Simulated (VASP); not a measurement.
## A VASP 6.6.1 single-point calculation on SnO

INCAR

```
LASPH = .TRUE.
IBRION = -1
ENCUT = 520
ISIF = 2
NELM = 52
ISMEAR = -1
LREAL = .FALSE.
GGA = PE
PREC = Accurate
EDIFF = 1E-7
SIGMA = 0.02
LWAVE = .FALSE.
NBANDS = 17
LCHARG = .FALSE.
NSW = 0
```

KPOINTS

```
KPOINTS created by Atomic Simulation Environment
0
Gamma
4 4 4
0 0 0
```

POSCAR

```
Sn O
 1.0000000000000000
     5.7666500000000003    0.0000000000000000    0.0000000000000000
     0.0000000000000000    5.7666500000000003    0.0000000000000000
     0.0000000000000000    0.0000000000000000    5.7666500000000003
 Sn  O
   1   1
Cartesian
  0.0000000000000000  0.0000000000000000  0.0000000000000000
  2.8833250000000001  2.8833250000000001  2.8833250000000001
```

The recommended PBE PAW datasets give the neutral cell 20 valence electrons.

Command

```
mpirun -np 1 vasp_std
```

OSZICAR

```
N       E                     dE             d eps       ncg     rms          rms(c)
DAV:   1     0.133224636053E+03    0.13322E+03   -0.85646E+03   340   0.957E+02
DAV:   2     0.118937089123E+02   -0.12133E+03   -0.11538E+03   429   0.232E+02
DAV:   3    -0.100044671265E+02   -0.21898E+02   -0.21669E+02   368   0.987E+01
DAV:   4    -0.107164671933E+02   -0.71200E+00   -0.71155E+00   397   0.231E+01
DAV:   5    -0.107378944248E+02   -0.21427E-01   -0.21424E-01   426   0.374E+00    0.128E+01
DAV:   6    -0.177288148470E+02   -0.69909E+01   -0.16053E+02   342   0.222E+01    0.316E+01
DAV:   7    -0.597056250900E+01    0.11758E+02   -0.11530E+02   352   0.806E+00    0.872E+00
DAV:   8    -0.617981475852E+01   -0.20925E+00   -0.47961E-01   340   0.317E+00    0.899E+00
DAV:   9    -0.535178729935E+01    0.82803E+00   -0.24365E-01   348   0.181E+00    0.781E+00
DAV:  10    -0.555686432640E+01   -0.20508E+00   -0.71097E-01   340   0.389E+00    0.101E+01
...
DAV:  44    -0.259262495113E+01    0.23815E-05   -0.30433E-05   342   0.168E-02    0.316E-02
DAV:  45    -0.259261960514E+01    0.53460E-05   -0.35825E-05   356   0.765E-03    0.240E-02
DAV:  46    -0.259261810363E+01    0.15015E-05   -0.72246E-06   342   0.825E-03    0.162E-03
DAV:  47    -0.259261877041E+01   -0.66678E-06   -0.32882E-06   336   0.321E-03    0.161E-02
DAV:  48    -0.259261802904E+01    0.74137E-06   -0.14683E-06   331   0.249E-03    0.444E-03
DAV:  49    -0.259261830635E+01   -0.27731E-06   -0.26307E-07   255   0.135E-03    0.904E-03
DAV:  50    -0.259261808262E+01    0.22373E-06   -0.40142E-07   193   0.651E-04    0.287E-03
DAV:  51    -0.259261821891E+01   -0.13629E-06   -0.14430E-07   255   0.852E-04    0.648E-03
DAV:  52    -0.259261811431E+01    0.10459E-06   -0.13699E-07   174   0.361E-04
   1 F= -.25926181E+01 E0= -.25868903E+01  d E =-.114556E-01
```

Standard output (part)

```
POSCAR found type information on POSCAR SnO
 POSCAR found :  2 types and       2 ions
 LDA part: xc-table for (Slater+PW92), standard interpolation
 POSCAR, INCAR and KPOINTS ok, starting setup
 WAVECAR not read
 entering main loop
|     The electronic self-consistency was not achieved in the given           |
|     number of steps (NELM). The forces and other quantities evaluated       |
|     might not be reliable so examine the results carefully. If you find     |
|     spurious results, we suggest increasing NELM, if you were close to      |
|     convergence or switching to a different ALGO or adjusting the           |
|     density mixing parameters otherwise.                                    |
```

It didn't converge.

The fault: cell typed in bohr.

The run took about 52 s on one core of a shared host (Intel Xeon 6975P-C) and held 0.34 GiB at most.
